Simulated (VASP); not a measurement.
Write the native input for VASP 6.6.1 that does the following.

```
Task                   : single point
Functional             : PBEsol
Potentials or basis    : VASP PAW PBE potentials, release 64 (Ba_sv)
Cutoff                 : 520 eV
k mesh                 : 12 × 12 × 12
Occupations            : gaussian, width 0.1 eV
Spin                   : no spin polarisation
Dipole correction      : no
Further INCAR settings : ALGO = Normal; EDIFF = 1e-06; NBANDS = 11
```

The structure of Ba lies in POSCAR:

```
Ba
1.0
    4.2572011330      0.0000000000      0.0000000000
   -2.1286005666      3.6868443302      0.0000000000
    0.0000000000      0.0000000000      3.7466236252
Ba
1
Direct
    0.0000000000      0.0000000000      0.0000000000
```

This isn't the form of Ba at room conditions, which is bcc.

The cell isn't the ideal one: functional PBEsol, strained and moved within the space group.

The input as run:

INCAR

```
SYSTEM = Ba
PREC = Accurate
ENCUT = 520
EDIFF = 1E-6
ISMEAR = 0
SIGMA = 0.1
LREAL = .False.
LASPH = .True.
NELM = 100
ALGO = Normal
ISIF = 2
LWAVE = .False.
LCHARG = .False.
GGA = PS
NBANDS = 11
```

KPOINTS

```
regular mesh
0
Gamma
  12 12 12
  0 0 0
```

Potentials or basis: VASP PAW PBE potentials, release 64 (Ba_sv).

Launch:

```bash
$ cat potpaw_PBE.64/Ba_sv/POTCAR > POTCAR
$ mpirun -np 1 vasp_std > vasp.out
```

It gave:

The pressure is -0.2 GPa and the band gap on the k mesh is none (metal or under the smearing width).

Caveat: the PAW data sets were made with another functional, which shifts forces and pressure a little.

Wall time 32 s on 1 thread of Intel(R) Xeon(R) Platinum 8488C (Sapphire Rapids) (shared host), peak memory 0.23 GiB.
